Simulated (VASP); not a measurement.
Wanted: the native input for a VASP 6.6.1 run.

```
Task                   : band structure
Functional             : r2SCAN
Potentials or basis    : VASP PAW PBE potentials, release 64 (Sb, S)
Cutoff                 : 520 eV
k mesh                 : 4 × 8 × 4
Occupations            : gaussian, width 0.03 eV
Spin                   : no spin polarisation
Further INCAR settings : ALGO = Normal; EDIFF = 1e-06
```

The structure of Sb2S3 (Stibnite) lies in POSCAR:

```
Sb2S3                                   
1.0
   11.2851787811      0.0000000000      0.0000000000
    0.0000000000      3.8283747693      0.0000000000
    0.0000000000      0.0000000000     10.9162014195
  Sb              S             
     8    12
Direct
     0.4754810993204329    0.2500000000000000    0.3259465315423697
     0.0245189006795671    0.7500000000000000    0.8259465315423696
     0.9754810993204328    0.2500000000000000    0.1740534684576303
     0.5245189006795672    0.7500000000000000    0.6740534684576304
     0.3472279805603751    0.7500000000000000    0.0322852916109325
     0.1527720194396249    0.2500000000000000    0.5322852916109325
     0.8472279805603752    0.7500000000000000    0.4677147083890675
     0.6527720194396248    0.2500000000000000    0.9677147083890675
     0.2901664856155701    0.2500000000000000    0.1914648244036384
     0.2098335143844300    0.7500000000000000    0.6914648244036384
     0.7901664856155700    0.2500000000000000    0.3085351755963616
     0.7098335143844300    0.7500000000000000    0.8085351755963616
     0.5485501914097216    0.7500000000000000    0.1269400576633445
     0.9514498085902784    0.2500000000000000    0.6269400576633445
     0.0485501914097216    0.7500000000000000    0.3730599423366555
     0.4514498085902784    0.2500000000000000    0.8730599423366555
     0.3740927151703907    0.7500000000000000    0.4424300136743964
     0.1259072848296093    0.2500000000000000    0.9424300136743966
     0.8740927151703907    0.7500000000000000    0.0575699863256035
     0.6259072848296093    0.2500000000000000    0.5575699863256034
```

The input as run:

INCAR

```
PREC = Accurate
ENCUT = 520
EDIFF = 1E-6
ISMEAR = 0
SIGMA = 0.03
LREAL = False
LASPH = True
NELM = 80
ALGO = Normal
ISIF = 2
LWAVE = False
LCHARG = False
METAGGA = R2SCAN
LMIXTAU = True
KPAR = 4
```

KPOINTS

```
Automatic mesh
0
Gamma
  4 8 4
```

KPOINTS_OPT

```
explicit points
258
Reciprocal
 0.0000000000  0.0000000000  0.0000000000 1
 0.0000000000  0.0357142857  0.0000000000 1
 0.0000000000  0.0714285714  0.0000000000 1
 0.0000000000  0.1071428571  0.0000000000 1
 0.0000000000  0.1428571429  0.0000000000 1
 0.0000000000  0.1785714286  0.0000000000 1
[... 250 lines left out ...]
 0.0000000000  0.5000000000  0.0625168600 1
 0.0000000000  0.5000000000 -0.0625168600 1
```

Potentials or basis: VASP PAW PBE potentials, release 64 (Sb, S).

Run with:

```sh
$ cat potpaw_PBE.64/Sb/POTCAR potpaw_PBE.64/S/POTCAR > POTCAR
$ mpirun -np 4 vasp_std > vasp.out
```

Results of the run:

```
Pressure                : 1.7 GPa
Largest force           : 0.244 eV/Å
Band gap on the k mesh  : 1.43 eV, indirect (least direct gap 1.44 eV)
Band gap along the path : 1.42 eV, indirect (least direct gap 1.44 eV)
```

Caveat: the PAW data sets were made with another functional, which shifts forces and pressure a little; spin-orbit coupling is left out, which moves the levels of the heavy elements.

It took 98 min on 4 MPI ranks on AMD EPYC 7R43 64-Core Processor (Zen 3), on a shared host, peak memory 1.7 GiB a rank.
